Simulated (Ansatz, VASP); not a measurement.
# GaSb in two plane-wave programs

Wanted: the spread between two codes on one cell, functional and k mesh. The structure shown is the start of the Ansatz relaxation below; VASP solves that cell, so the two are compared at the walk's first step.

Method: plane waves, with VASP 6.6.1 beside it; single point at PBEsol, in Ansatz 0.2.0.

**1. The starting structure**

It takes space group Imm2 (No. 44, orthorhombic). The conventional cell has a = 4.149 Å, b = 4.326 Å, c = 6.191 Å, α = 90.00°, β = 90.00°, γ = 90.00°. Nearest to Ga lie 4 Sb at 2.61 to 2.64 Å. Nearest to Sb lie 4 Ga at 2.61 to 2.64 Å. Farther neighbours are not listed.

**2. Ansatz: relaxation, PBEsol**

Ansatz runs on its PAW soft_1 files.

The two programs are compared at the cell with which this relaxation starts, whose forces are those of its first step.

The input, input.yaml:

```yaml
crystal:
  lattice:
    - [-0.0628035432, 2.996362792, 3.0953882071]
    - [2.996362792, -0.0628035432, 3.0953882071]
    - [2.9335592488, 2.9335592488, 0.0]
  atoms:
    - { symbol: Ga, position: [0.0023370168, 0.0023370168, -0.0023128873] }
    - { symbol: Sb, position: [0.7476629832, 0.7476629832, 0.7523128873] }
  conventional_axes: [[0, 0, 1], [1, -1, 0], [1, 1, -1]]
kpoints:
  mp_grid: { grid: [12, 12, 12], shift: [0.5, 0.5, 0.5] }
hamiltonian:
  xc: pbesol
  pseudopotentials: { kind: paw, azcp: { folder: soft_1 }, xc_functional: pbe }
scf:
  occupations: { method: gaussian, width: 0.015 }
output:
  forces: true
  stress: true
  eigenvalues: true
relax:
  adjacent_minimum: "off"
  f_tol: 0.001
  max_steps: 60
  cell: { stress_tol: 0.01, fix: [a, angles] }
```

On the command line:

```sh
$ ansatz run input.yaml --threads 4 --pin off --max-ram 10240MiB --backend cpu --events-out ev --progress --plain --runs-dir out
```

Numbers of over 12 decimals in the logs are rounded to 6 here.

Output:

```text
Engine: ansatz 0.2.0, x86_64-unknown-linux-gnu
Pseudopotentials: kind: paw
Pseudopotential: Ga, paw, valence charge 13, recommended cutoff 420 eV (normal), soft_1/Ga.paw.azcp
Pseudopotential: Sb, paw, valence charge 15, recommended cutoff 420 eV (normal), soft_1/Sb.paw.azcp
Functional definition: PBEsol
  exchange = pbesol_x
  correlation = pbesol_c
Crystal: 2 atoms, lattice volume = 55.558 Å³
Basis set: ecut = 420 eV, 1067 PW (Γ), exchange–correlation on 60×60×60 points (8 copies of the dense FFT grid, shifted against one another)
Bands: 18, of which v1, the nominal top of the filled ones, is band 14 counted from 1 (13 counted from 0)
Symmetry: 2 space group operations
Space group: Cm (ITA 8), of the structure as read, at distance tolerance 3.8e-5 Å
k-points: 468 of 1728 (time reversal used)
Non-local potential: Ga, projectors of the file, l = 0: 2, l = 1: 2, l = 2: 3, l = 3: 1
Non-local potential: Sb, projectors of the file, l = 0: 2, l = 1: 2, l = 2: 2, l = 3: 1
PAW form: soft (Blöchl's): semilocal exchange-correlation on the pseudo side does not see the compensation charge
PAW frozen core: Ga, regenerated for the run's functional, and the local potential with it (the file was generated under x = pbe(κ = 0.804, μ = 0.219515), c = pbe(β = 0.066725))
PAW frozen core: Sb, regenerated for the run's functional, and the local potential with it (the file was generated under x = pbe(κ = 0.804, μ = 0.219515), c = pbe(β = 0.066725))
PAW one-centre angular grid: Ga, 590 points (default); XC on 64 Gauss nodes
PAW one-centre angular grid: Sb, 590 points (default); XC on 64 Gauss nodes
Initial density: superposition of atomic densities (chi_scale 0.1, normalization cell, long waves kept (reshape's long-wave potential 0.00 eV rms))
Initial wavefunctions: pseudopotential atomic-orbital guess
Functional: x = pbesol(κ = 0.804, μ = 0.123457), c = pbesol(β = 0.046)
SCF iter   1: F=—  HF=-10151.677740 eV  |F-HF|=—  |Δ(HF+E_count)|=         —  Δρ=3.23e-2  dr2=4.19e-1  ethr=3.10e-3  ⟨swp⟩=6.0  Hψ=45558  notcnv=0
preconditioner: auto → none  [insulator: Δε(μ)=0.283 eV  Ē_g=14.838 eV  σ=0.015 eV  W_gap=1.00  n_scr=14 (ndim 8)  ℏωp=21.1 eV  f_vac=0.004  D(μ)=0.00/eV (n_scr^D=0)  ε∞_Penn≈3.0]
SCF iter   2: F=—  HF=-10151.598883 eV  |F-HF|=—  |Δ(HF+E_count)|=   7.89e-2  Δρ=1.47e-2  dr2=7.02e-2  ethr=1.50e-3  ⟨swp⟩=2.0  Hψ=14051  notcnv=0
SCF iter   3: F=—  HF=-10151.597172 eV  |F-HF|=—  |Δ(HF+E_count)|=   1.71e-3  Δρ=4.98e-3  dr2=1.26e-2  ethr=2.51e-4  ⟨swp⟩=2.0  Hψ=14522  notcnv=0
SCF iter   4: F=—  HF=-10151.591588 eV  |F-HF|=—  |Δ(HF+E_count)|=   5.58e-3  Δρ=8.61e-4  dr2=2.27e-4  ethr=4.50e-5  ⟨swp⟩=3.0  Hψ=16328  notcnv=0
SCF iter   5: F=—  HF=-10151.591542 eV  |F-HF|=—  |Δ(HF+E_count)|=   4.61e-5  Δρ=3.71e-4  dr2=2.65e-5  ethr=8.12e-7  ⟨swp⟩=2.0  Hψ=14186  notcnv=0
SCF iter   6: F=—  HF=-10151.591547 eV  |F-HF|=—  |Δ(HF+E_count)|=   4.73e-6  Δρ=3.51e-5  dr2=6.02e-7  ethr=9.45e-8  ⟨swp⟩=2.0  Hψ=14599  notcnv=0
SCF iter   7: F=-10151.591546 eV  HF=-10151.591546 eV  |F-HF|=1.85e-8  |Δ(HF+E_count)|=   2.71e-7  Δρ=7.15e-6  dr2=2.57e-8  ethr=3.57e-10  ⟨swp⟩=6.9  Hψ=44236  notcnv=0
SCF 1 converged in 7 iterations: F = -10151.591546 eV  dr2 = 2.57e-8
  greatest PAW one-centre occupation: 0.996 electrons in one spin orbital (limit 2), on the Sb atom at site 1 (counted from 0), in its partial waves of l = 2
relax step   1: F+E_penalty+E_count = -10151.59154645 eV  Δ(F+E_penalty+E_count) = +0.000e0 eV  max|allowed force component| = 8.604e-2 eV/Å  Δτ_max = 0.0000 Å  P = +1.504 GPa  Ω = 55.558 Å³  fix = [a, alpha, beta, gamma]  reactions: a +4.074 GPa; beta +0.005 GPa/rad  (7 SCF iters, dr2 threshold 1.00e-7 eV, accepted)
[...]
relax step   2: F+E_penalty+E_count = -10151.59207968 eV  Δ(F+E_penalty+E_count) = -5.332e-4 eV  max|allowed force component| = 4.773e-2 eV/Å  Δτ_max = 0.0083 Å  P = +1.130 GPa  Ω = 55.885 Å³  energy of the carried Pulay correction = -4.081e-5 eV  fix = [a, alpha, beta, gamma]  reactions: a +3.475 GPa; beta +0.005 GPa/rad  (4 SCF iters, dr2 threshold 2.00e-7 eV, accepted)
[...]
relax step   3: F+E_penalty+E_count = -10151.59225223 eV  Δ(F+E_penalty+E_count) = -1.726e-4 eV  max|allowed force component| = 8.339e-5 eV/Å  Δτ_max = 0.0033 Å  P = +1.213 GPa  Ω = 55.814 Å³  energy of the carried Pulay correction = -3.196e-5 eV  fix = [a, alpha, beta, gamma]  reactions: a +3.639 GPa; beta +0.005 GPa/rad  (4 SCF iters, dr2 threshold 1.42e-7 eV, accepted)
[...]
relax step   4: F+E_penalty+E_count = -10151.59228467 eV  Δ(F+E_penalty+E_count) = -3.244e-5 eV  max|allowed force component| = 1.558e-4 eV/Å  Δτ_max = 0.0000 Å  P = +1.213 GPa  Ω = 55.814 Å³  fix = [a, alpha, beta, gamma]  reactions: a +3.638 GPa; beta +0.005 GPa/rad  stress off target by 3.24e-4 GPa on what of the cell is left free  SCF on the basis re-selected at this cell (its energy is not comparable with the rows above)  (6 SCF iters)
basis re-selected at this cell: Δ(F+E_penalty+E_count) = -3.244e-5 eV, ΔP = -0.000 GPa vs the last step (what re-selecting the basis moved, of the pressure what is left beyond the Pulay correction that the steps carried, after the strain that the cell walked since its last selection, with what the two solves' SCF thresholds leave and, on support functions, any second-order correction that the steps lacked; it is no m [...]
SCF converged after 6 iterations
Free energy (F): -10151.592285 eV
Harris-Foulkes:  -10151.592285 eV  (|F-HF|=9.09e-12)
Internal energy: -10151.592285 eV  (E = F + TS)
E sigma→0 (E₀):  -10151.592285 eV
Fermi energy:    8.136647 eV
--- Per-component energies (eV) ---
  E_band       = -253.446215
  E_kinetic    = 276.355713
  E_local      = -3346.147307  (includes V_loc(G=0)·N_el)
  E_nonlocal   = 299.879682
  E_hartree    = 1714.587279
  E_xc         = -160.656123
  E_vxc        = -146.443056  (∫ρ·V_xc dr)
  E_paw        = -6420.938971  (= ΣΔE_a)
  E_vpaw       = -766.265731  (= ΣTr[D̂ρ^β])
  E_aug_tail   = -0.000074  (compensation charges beyond the density's cutoff)
  E_ewald      = -2515.867319
  E_core_change = 1.194834  (= ΣΔE_core)
  E_smearing   = -0.000000  (= −TS)
  E_closure    = -0.000000  (closes the sum)
  Σ components = -10151.592285   (vs F -10151.592285, Δ=0.00e0)
--- Forces (eV/Å), atoms counted from 1 ---
  atom   1  Ga     0.00000394     0.00000394    -0.00015566
  atom   2  Sb    -0.00000394    -0.00000394     0.00015591
  max |Σ_I F_I| component: 2.45e-7 eV/Å
--- Stress (GPa, compression-positive) ---
        1.819086       1.819410      -0.003292
        1.819410       1.819086      -0.003292
       -0.003292      -0.003292       0.000257
  P = ⅓ Tr σ = 1.2128 GPa (12.128 kbar)
--- Band table (eV; the first three rows and the last of 468) ---
  k-point 0: bands = [... 10 lower, -3.6464, 7.4551, 7.8685, 8.0001, 8.6316, 10.6203, 10.9176, 11.0396]
  k-point 1: bands = [... 10 lower, -3.5403, 6.5579, 7.5348, 7.8264, 9.0123, 10.7233, 10.8619, 11.7675]
  k-point 2: bands = [... 10 lower, -3.2870, 5.1505, 7.1897, 7.5903, 8.9810, 11.0994, 11.2441, 12.6179]
  k-point 467: bands = [... 10 lower, -1.8408, 1.5781, 6.0948, 6.6085, 8.8455, 11.5503, 11.8547, 14.5927]
--- Relaxed structure (3 steps of the walk, 3 accepted, 1 SCFs on fresh bases) ---
  F+E_penalty+E_count = -10151.59228467 eV   max|allowed force component| = 1.558e-4 eV/Å   (the final SCF, on the basis selected at the relaxed cell)
  cell:  # Å, volume = 55.8137 Å³
    - [-0.063451, 2.997010, 3.108341]
    - [2.997010, -0.063451, 3.108341]
    - [2.9335592488, 2.9335592488, 8.806128099168231e-19]
  atoms:
    - { symbol: Ga, position: [0.00313437, 0.00313437, -0.00311251] }
    - { symbol: Sb, position: [0.746866, 0.746866, 0.753113] }
```

(Part 1 of 5 ends here.)

[Lines on the potential files, build, host, timing and source positions are cut from VASP's logs without a mark.]

[Logs are printed without paths, hosts, clocks, repeated set-up lines and the standing remarks that a program may print on its own settings, such as how far it seeks lower states.]

[Hosts, paths, dates, database ids (printed as entryN), source tags and the programs' standing remarks are cut or masked in the printed files.]
